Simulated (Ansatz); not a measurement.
Input of an Ansatz 0.2.0 run:

input.yaml

```yaml
crystal:
  lattice:
    - [-1.62691493, 1.62691493, 1.32032985]
    - [1.62691493, -1.62691493, 1.32032985]
    - [1.62691493, 1.62691493, -1.32032985]
  atoms:
    - { symbol: Si, position: [0.0, 0.0, 0.0] }
hamiltonian:
  xc: revpbe
  pseudopotentials: { kind: paw }
kpoints:
  mp_grid: { grid: [13, 13, 13] }
scf:
  occupations: { method: fermi_dirac, width: 0.05 }
output:
  forces: true
  stress: true
  eigenvalues: true
relax:
  f_tol: 0.01
  max_steps: 40
  cell: { stress_tol: 0.05 }
```

Potentials or basis: Ansatz PAW.

Run with:

```sh
$ ansatz run input.yaml --threads 2 --pin off --max-ram 5632MiB --backend cpu --events-out ev --progress --plain --runs-dir out
```

Question: Predict the band gap on the k mesh.

Answer: None (metal or under the smearing width).

Question: Estimate the space group after relaxing (to 0.05 Å).

Answer: I4/mmm (No. 139).

Final structure:
```
Si
1.0
    -1.67564    1.67564    1.30444
     1.67564   -1.67564    1.30444
     1.67564    1.67564   -1.30444
Si
1
Direct
  0.00000 0.00000 0.00000
```
